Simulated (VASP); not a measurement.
# Te2Pt (Moncheite) (P-3m1) in VASP: further runs

Aim: see how the results for Te2Pt (Moncheite) move with the level of theory and the settings. Levels: LDA, PBE+D3(BJ). Tasks: relaxation of cell and atoms.

Program: VASP 6.6.1. These are calculated values, not measurements. Logs are shortened: lines on timing, memory, paths and dates and some standing lists are left out, and cuts for length are marked.

## Step 1: The crystal as given

The structure is trigonal, space group P-3m1 (No. 164). Conventional cell: a = 4.023 Å, b = 4.023 Å, c = 5.073 Å, α = 90.00°, β = 90.00°, γ = 120.00°. Around Te (site symmetry 3m) lie 3 Pt at 2.68 Å. Around Pt (site symmetry -3m) lie 6 Te at 2.68 Å.

## Step 2: Relaxation of cell and atoms, LDA

INCAR

```
PREC     = Accurate       # precision mode
ENCUT    = 600            # plane-wave cutoff, eV
EDIFF    = 1E-7           # SCF threshold, eV
ISMEAR   = 1              # smearing method
SIGMA    = 0.1            # smearing width, eV
LREAL    = F              # projectors in reciprocal space
LASPH    = T              # aspherical terms in the spheres
NELM     = 80             # most SCF steps
ALGO     = Normal         # electronic algorithm
ISIF     = 3              # what is computed and relaxed
LWAVE    = F              # write WAVECAR
LCHARG   = F              # write CHGCAR
IBRION   = 2              # ionic algorithm
NSW      = 90             # ionic steps
EDIFFG   = -0.005         # ionic threshold
KPAR     = 2
```

KPOINTS

```
Automatic mesh
0
Gamma
  12 12 7
```

POSCAR

```
Te2Pt                                   
1.0
    4.0228527876     -0.0000000000     -0.0000000000
   -2.0114263938      3.4838927098      0.0000000000
    0.0000000000     -0.0000000000      5.0726501130
  Te              Pt            
     2     1
Direct
     0.3333333332999970    0.6666666667000030    0.2647668357752975
     0.6666666667000030    0.3333333332999970    0.7352331642247023
     0.0000000000000000    0.0000000000000000    0.0000000000000000
```

Potentials or basis: VASP PAW LDA potentials, release 64 (Te, Pt).

Run with:

```bash
cat potpaw_LDA.64/Te/POTCAR potpaw_LDA.64/Pt/POTCAR > POTCAR
mpirun -np 2 vasp_std > vasp.out
```

OUTCAR:

```text
PREC = Accurate
   ENCUT = 600
   EDIFF = 1E-7
   ISMEAR = 1
   LREAL = F
   LASPH = T
   NELM = 80
   ISIF = 3
   IBRION = 2
   NSW = 90
   EDIFFG = -0.005

 ion  position               nearest neighbor table
   1  0.333  0.667  0.265-   3 2.68   3 2.68   3 2.68   2 3.33   2 3.33   2 3.33   2 3.55   2 3.55
                             2 3.55
   2  0.667  0.333  0.735-   3 2.68   3 2.68   3 2.68   1 3.33   1 3.33   1 3.33   1 3.55   1 3.55
                             1 3.55
   3  0.000  0.000  0.000-   1 2.68   2 2.68   2 2.68   1 2.68   2 2.68   1 2.68

  LATTYP: Found a hexagonal cell.
 ALAT       =     4.0228527876
 C/A-ratio  =     1.2609584245

  Lattice vectors:

 A1 = (   4.0228527876,   0.0000000000,   0.0000000000)
 A2 = (  -2.0114263938,   3.4838927098,   0.0000000000)
 A3 = (   0.0000000000,   0.0000000000,   5.0726501130)

Analysis of symmetry for initial positions (statically):
=====================================================================
 Subroutine PRICEL returns:
 Original cell was already a primitive cell.

 Routine SETGRP: Setting up the symmetry group for a
 hexagonal supercell.

 Subroutine GETGRP returns: Found 12 space group operations
 (whereof 12 operations were pure point group operations)
 out of a pool of 24 trial point group operations.

The static configuration has the point symmetry D_3d.

Analysis of symmetry for dynamics (positions and initial velocities):
=====================================================================
 Subroutine PRICEL returns:
 Original cell was already a primitive cell.

 Routine SETGRP: Setting up the symmetry group for a
 hexagonal supercell.

 Subroutine GETGRP returns: Found 12 space group operations
 (whereof 12 operations were pure point group operations)
 out of a pool of 24 trial point group operations.

The dynamic configuration has the point symmetry D_3d.

 Subroutine INISYM returns: Found 12 space group operations
 (whereof 12 operations are pure point group operations),
 and found     1 'primitive' translations

----------------------------------------------------------------------------------------

                                     Primitive cell

  volume of cell :      71.0941

  direct lattice vectors                    reciprocal lattice vectors
     4.022852788  0.000000000  0.000000000     0.248579815  0.143517623  0.000000000
    -2.011426394  3.483892710  0.000000000     0.000000000  0.287035246  0.000000000
     0.000000000  0.000000000  5.072650113     0.000000000  0.000000000  0.197135615

  length of vectors
     4.022852788  4.022852788  5.072650113     0.287035246  0.287035246  0.197135615

  position of ions in fractional coordinates (direct lattice)
     0.333333333  0.666666667  0.264766836
     0.666666667  0.333333333  0.735233164
     0.000000000  0.000000000  0.000000000

  ion indices of the primitive-cell ions
   primitive index   ion index
                 1           1
                 2           2
                 3           3

----------------------------------------------------------------------------------------

 KPOINTS: Automatic mesh

Automatic generation of k-mesh.
 Grid dimensions read from file:
 generate k-points for:   12   12    7

 Generating k-lattice:

  Cartesian coordinates                     Fractional coordinates (reciprocal lattice)
     0.020714985  0.011959802  0.000000000     0.083333333 -0.000000000  0.000000000
     0.000000000  0.023919604  0.000000000     0.000000000  0.083333333  0.000000000
     0.000000000  0.000000000  0.028162231     0.000000000  0.000000000  0.142857143

  Length of vectors
     0.023919604  0.023919604  0.028162231
[... 70 lines left out ...]
   EFERMI_NEDOS =   21; number of points for ismear=-14 and -15
   IALGO  =     38    algorithm
   IMIX   =      4    mixing-type and parameters
     AMIX     =   0.40;   BMIX     =  1.00
     AMIX_MAG =   1.60;   BMIX_MAG =  1.00
  volume/ion in A,a.u.               =      23.70       159.92
  Fermi-wavevector in a.u.,A,eV,Ry     =   1.107315  2.092522 16.682731  1.226146
  Thomas-Fermi vector in A             =   2.243827
   LORBIT       =      0    0 simple, 1 ext, 2 COOP (PROOUT), +10 PAW based schemes
   GGA     = CA    functional components
   LHFCALC =     F    Hartree Fock is set to
   AEXX    =    0.0000 exact exchange contribution
   IVDW    =     0    specifies the selected vdW correction
   LEPSILON=     F    determine dielectric tensor
   LRPA    =     F    only Hartree local field effects (RPA)
 conjugate gradient relaxation of ions
 non-spin polarized calculation
 Methfessel and Paxton  Order N= 1 SIGMA  =   0.10
  energy-cutoff  :      600.00
  volume of cell :       71.09
 maximum number of plane-waves:      2400
   NGX = 17   NGY = 17   NGZ = 21

--------------------------------------- Ionic step        1  -------------------------------------------

 number of electron      22.0000000 magnetization

 Free energy of the ion-electron system (eV)
  ---------------------------------------------------
  ext. energy  EPLUGINS =         0.00000000
  ---------------------------------------------------
  free energy    TOTEN  =       -16.38845918 eV

  energy without entropy =      -16.38909242  energy(sigma->0) =      -16.38867026

------------------------ aborting loop because EDIFF is reached ----------------------------------------

  FORCE on cell =-STRESS in cart. coord.  units (eV):
  Direction    XX          YY          ZZ          XY          YZ          ZX
  --------------------------------------------------------------------------------------
  -------------------------------------------------------------------------------------
  Total        0.0002727      0.0002727      0.0154997     -0.0000000      0.0000000     -0.0000000
  in kB        0.0061456      0.0061456      0.3493010     -0.0000000      0.0000000     -0.0000000
  external PRESSURE =       0.1205307 kB  Pullay stress =       0.0000000 kB

 VOLUME and BASIS-vectors are now :
 -----------------------------------------------------------------------------
  energy-cutoff  :      600.00
  volume of cell :       71.09
      direct lattice vectors                 reciprocal lattice vectors
     4.022852788  0.000000000  0.000000000     0.248579815  0.143517623  0.000000000
    -2.011426394  3.483892710  0.000000000     0.000000000  0.287035246  0.000000000
     0.000000000  0.000000000  5.072650113     0.000000000  0.000000000  0.197135615

 POSITION                                       TOTAL-FORCE (eV/Angst)
 -----------------------------------------------------------------------------------
     -0.00000      2.32260      1.34307        -0.000000      0.000000     -0.004545
      2.01143      1.16130      3.72958         0.000000     -0.000000      0.004545
      0.00000      0.00000      0.00000         0.000000      0.000000     -0.000000
 -----------------------------------------------------------------------------------
    total drift:                               -0.000000     -0.000000     -0.000000

  FREE ENERGIE OF THE ION-ELECTRON SYSTEM (eV)
  ---------------------------------------------------
  free  energy   TOTEN  =       -16.3884591780 eV

  energy  without entropy=      -16.3890924165  energy(sigma->0) =      -16.38867026

--------------------------------------- Ionic step        2  -------------------------------------------

 number of electron      22.0000000 magnetization

 Free energy of the ion-electron system (eV)
  ---------------------------------------------------
  ext. energy  EPLUGINS =         0.00000000
  ---------------------------------------------------
  free energy    TOTEN  =       -16.38846395 eV

  energy without entropy =      -16.38909453  energy(sigma->0) =      -16.38867414

 E-fermi :   9.0134     XC(G=0): -10.9011

 val. band max:        9.0008921624   @ k =   0.1667   0.1667   0.0000
 cond. band min:       9.0143091869   @ k =   0.0000   0.3333   0.1429
 fundamental gap:      0.0134170244
 Fermi energy:         9.0133516776

 k-point     1 :       0.0000    0.0000    0.0000
  band No.  band energies     occupation
      1      -5.2795      2.00000
      2      -1.5755      2.00000
      3       2.1030      2.00000
      4       3.1540      2.00000
      5       3.1540      2.00000
      6       5.1791      2.00000
      7       5.1791      2.00000
      8       6.3052      2.00000
      9       8.5071      2.00000
     10       8.5071      2.00000
     11       9.8522     -0.00000
     12       9.8522     -0.00000
     13      10.6622     -0.00000
     14      11.4902      0.00000
[... 401 lines left out ...]
      2      -2.0342      2.00000
      3       2.4904      2.00000
      4       3.2731      2.00000
      5       3.7238      2.00000
      6       4.6837      2.00000
      7       5.0811      2.00000
      8       5.8536      2.00000
      9       7.1075      2.00000
     10       8.0820      2.00000
     11       9.4705     -0.00000
     12       9.8178     -0.00000
     13      10.2659     -0.00000
     14      12.7180      0.00000
     15      13.4495      0.00000

 [... further k-points ...]

------------------------ aborting loop because EDIFF is reached ----------------------------------------

  FORCE on cell =-STRESS in cart. coord.  units (eV):
  Direction    XX          YY          ZZ          XY          YZ          ZX
  --------------------------------------------------------------------------------------
  -------------------------------------------------------------------------------------
  Total       -0.0059436     -0.0059436      0.0054719      0.0000000      0.0000000      0.0000000
  in kB       -0.1339096     -0.1339096      0.1232822      0.0000000      0.0000000      0.0000000
  external PRESSURE =      -0.0481790 kB  Pullay stress =       0.0000000 kB

 VOLUME and BASIS-vectors are now :
 -----------------------------------------------------------------------------
  energy-cutoff  :      600.00
  volume of cell :       71.11
      direct lattice vectors                 reciprocal lattice vectors
     4.022870429  0.000000000 -0.000000000     0.248578724  0.143516993  0.000000000
    -2.011435214  3.483907988 -0.000000000    -0.000000000  0.287033987 -0.000000000
    -0.000000000  0.000000000  5.073914465     0.000000000  0.000000000  0.197086491

 POSITION                                       TOTAL-FORCE (eV/Angst)
 -----------------------------------------------------------------------------------
     -0.00000      2.32261      1.34318         0.000000      0.000000     -0.004617
      2.01144      1.16130      3.73073        -0.000000     -0.000000      0.004617
     -0.00000      0.00000      5.07391        -0.000000      0.000000      0.000000
 -----------------------------------------------------------------------------------
    total drift:                                0.000000     -0.000000     -0.000000

  FREE ENERGIE OF THE ION-ELECTRON SYSTEM (eV)
  ---------------------------------------------------
  free  energy   TOTEN  =       -16.3884639472 eV

  energy  without entropy=      -16.3890945339  energy(sigma->0) =      -16.38867414

 reached required accuracy - stopping structural energy minimisation
```

Run time: 63 s. Hardware: 2 MPI ranks of Intel Xeon Platinum 8259CL at 2.50GHz (Skylake/Cascade Lake), shared host; peak memory 0.28 GiB.

What came out:

```
Free energy                            : -16.3885 eV
Relaxed volume                         : 23.70 Å³/atom
Relaxed cell                           : a = 4.023 Å, b = 4.023 Å, c = 5.074 Å, α = 90.00°, β = 90.00°, γ = 120.00°
Space group after relaxing (to 0.05 Å) : P-3m1 (No. 164)
Energy gained by relaxing              : 0.0 meV/atom
Ionic steps                            : 2
Pressure after relaxing                : 0.0 GPa
Largest force after relaxing           : 0.005 eV/Å
Band gap on the k mesh                 : none (metal or under the smearing width)
```

Forces in eV/Å, atoms in the order of the input:
```
Te   0.000  0.000 -0.005
Te   0.000  0.000  0.005
Pt   0.000  0.000  0.000
```

Final structure:
```cif
data_structure
_symmetry_space_group_name_H-M 'P 1'
_symmetry_Int_Tables_number 1
_cell_length_a 4.0229
_cell_length_b 4.0229
_cell_length_c 5.0739
_cell_angle_alpha 90.000
_cell_angle_beta 90.000
_cell_angle_gamma 120.000
_cell_volume 71.11
loop_
_atom_site_label
_atom_site_type_symbol
_atom_site_fract_x
_atom_site_fract_y
_atom_site_fract_z
_atom_site_occupancy
Te1 Te 0.33333 0.66667 0.26472 1
Te2 Te 0.66667 0.33333 0.73528 1
Pt1 Pt 0.00000 0.00000 0.00000 1
```

Levels at points of the mesh, in eV from the Fermi level:
```csv
k point,band 8,band 9,band 10,band 11,band 12,band 13,band 14,band 15
"(0.00, 0.00, 0.00)",-2.71,-0.51,-0.51,0.84,0.84,1.65,2.48,4.26
"(0.50, 0.00, 0.00)",-3.53,-3.47,-3.37,-2.92,0.08,2.71,3.93,5.41
```

## Step 3: Relaxation of cell and atoms, PBE+D3(BJ)

This run uses another cell than the first one, of 24.14 Å³/atom, 1.019 times its volume.

INCAR, as its differences from that of step 2:

```diff
@@ -2,3 +2,3 @@
 ENCUT    = 600            # plane-wave cutoff, eV
-EDIFF    = 1E-7           # SCF threshold, eV
+EDIFF    = 1E-6           # SCF threshold, eV
 ISMEAR   = 1              # smearing method
@@ -12,5 +12,6 @@
 LCHARG   = F              # write CHGCAR
+GGA      = PE             # functional
+IVDW     = 12             # dispersion correction
 IBRION   = 2              # ionic algorithm
 NSW      = 90             # ionic steps
-EDIFFG   = -0.005         # ionic threshold
-KPAR     = 2
+EDIFFG   = -0.01          # ionic threshold
```

KPOINTS is that of step 2.

POSCAR

```
Te2Pt
1.0
    4.0100000000      0.0000000000      0.0000000000
   -2.0050000000      3.4727618692      0.0000000000
    0.0000000000      0.0000000000      5.2010000000
Te Pt
2 1
Direct
    0.3333333333      0.6666666667      0.2500000000
    0.6666666667      0.3333333333      0.7500000000
    0.0000000000      0.0000000000      0.0000000000
```

Potentials or basis: VASP PAW PBE potentials, release 64 (Te, Pt).

Run with:

```bash
cat potpaw_PBE.64/Te/POTCAR potpaw_PBE.64/Pt/POTCAR > POTCAR
mpirun -np 1 vasp_std > vasp.out
```

Wall time 6.4 min (1 thread of Intel Xeon 6975P-C (Granite Rapids), shared host); peak memory 0.35 GiB.

The run converged. Its results:

```
Free energy                            : -15.2189 eV
Relaxed volume                         : 24.04 Å³/atom
Relaxed cell                           : a = 4.052 Å, b = 4.052 Å, c = 5.073 Å, α = 90.00°, β = 90.00°, γ = 120.00°
Space group after relaxing (to 0.05 Å) : P-3m1 (No. 164)
Energy gained by relaxing              : 33.0 meV/atom
Ionic steps                            : 17
Pressure after relaxing                : 0.0 GPa
Largest force after relaxing           : 0.005 eV/Å
Band gap on the k mesh                 : none (metal or under the smearing width)
Dispersion energy per atom             : -0.568 eV
```

Forces on the atoms (eV/Å):
```
Te   0.000  0.000 -0.005
Te   0.000  0.000  0.005
Pt   0.000  0.000  0.000
```

Stress tensor (GPa, compression positive):
```
-0.01  0.00  0.00
 0.00 -0.01  0.00
 0.00  0.00  0.06
```

The path:
| step | energy change (eV) | largest force (eV/Å) | pressure (GPa) | volume (Å³) |
| --- | --- | --- | --- | --- |
| 1 | 0.0000 | 1.0590 | 4.61 | 72.43 |
| 2 | 0.0679 | 0.4419 | -7.10 | 79.95 |
| 3 | -0.0612 | 0.3603 | -0.93 | 75.32 |
| 4 | -0.0612 | 0.3729 | -0.82 | 75.26 |
| 5 | -0.0768 | 0.2706 | -0.58 | 74.46 |
| 6 | -0.0934 | 0.0018 | 0.34 | 72.36 |
| 7 | -0.0961 | 0.1564 | -0.75 | 72.56 |
| 8 | -0.0965 | 0.1151 | -0.48 | 72.51 |
| 9 | -0.0982 | 0.0146 | 0.48 | 71.65 |
| 10 | -0.0986 | 0.0442 | 0.24 | 71.91 |
| 11 | -0.0986 | 0.0467 | 0.18 | 71.93 |
| 12 | -0.0989 | 0.0410 | -0.13 | 72.16 |
| 13 | -0.0990 | 0.0422 | -0.10 | 72.13 |
| 14 | -0.0990 | 0.0093 | 0.12 | 72.05 |
| 15 | -0.0991 | 0.0066 | 0.05 | 72.08 |
| 16 | -0.0991 | 0.0082 | 0.04 | 72.08 |
| 17 | -0.0991 | 0.0053 | 0.01 | 72.13 |

Final structure:
```xyz
3
Lattice="4.0519 0.0000 0.0000 -2.0259 3.5090 0.0000 0.0000 0.0000 5.0732" Properties=species:S:1:pos:R:3 pbc="T T T"
Te    0.0000    2.3394    1.3589
Te    2.0259    1.1697    3.7143
Pt    4.0519    0.0000    5.0732
```

Levels at points of the mesh, in eV from the Fermi level:
| k point | band 7 | band 8 | band 9 | band 10 | band 11 | band 12 | band 13 | band 14 | band 15 |
| --- | --- | --- | --- | --- | --- | --- | --- | --- | --- |
| (0.00, 0.00, 0.00) | -3.70 | -2.65 | -0.49 | -0.49 | 0.75 | 0.75 | 1.61 | 2.59 | 4.20 |
| (0.50, 0.00, 0.00) | -3.59 | -3.40 | -3.35 | -3.22 | -2.87 | 0.08 | 2.68 | 3.98 | 5.47 |

Caveat: pairwise dispersion overbinds metals, which lowers pressure and volume. The run has no spin-orbit coupling, so splittings on Pt, Te are missing.
